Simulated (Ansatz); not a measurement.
Mo:

```
CELL_PARAMETERS angstrom
-1.58381 1.58381 1.58381
1.58381 -1.58381 1.58381
1.58381 1.58381 -1.58381
ATOMIC_POSITIONS crystal
Mo 0.00000 0.00000 0.00000
```

```yaml
Program: Ansatz 0.2.0
Task: relaxation of cell and atoms
Functional: PBE
Dispersion: D4
Potentials_or_basis: Ansatz PAW
Cutoff: "420 eV (not typed: the program's choice for these potentials)"
k_mesh: 12 × 12 × 12
Occupations: fermi-dirac, width 0.05 eV
Spin: no spin polarisation
```

At the start: volume 15.89 Å³/atom.

Task: Where does the relaxation end?

Result: It ends after 4 steps and the volume is 15.43 Å³/atom (-2.9 %); space group Im-3m (No. 229, to 0.05 Å).

The path:
| step | energy change (eV) | largest force (eV/Å) | volume (Å³) |
| --- | --- | --- | --- |
| 1 | 0.0000 | 0.0000 | 15.89 |
| 2 | -0.0111 | 0.0000 | 15.48 |
| 3 | -0.0113 | 0.0000 | 15.43 |
| 4 | -0.0111 | 0.0000 | 15.43 |

Final structure:
```
CELL_PARAMETERS angstrom
-1.56847 1.56847 1.56847
1.56847 -1.56847 1.56847
1.56847 1.56847 -1.56847
ATOMIC_POSITIONS crystal
Mo 0.00000 0.00000 0.00000
```

Caveat: the plane-wave basis is chosen anew once the cell has moved, so the energies of steps on either side of that aren't comparable; pairwise dispersion overbinds metals, which lowers pressure and volume.
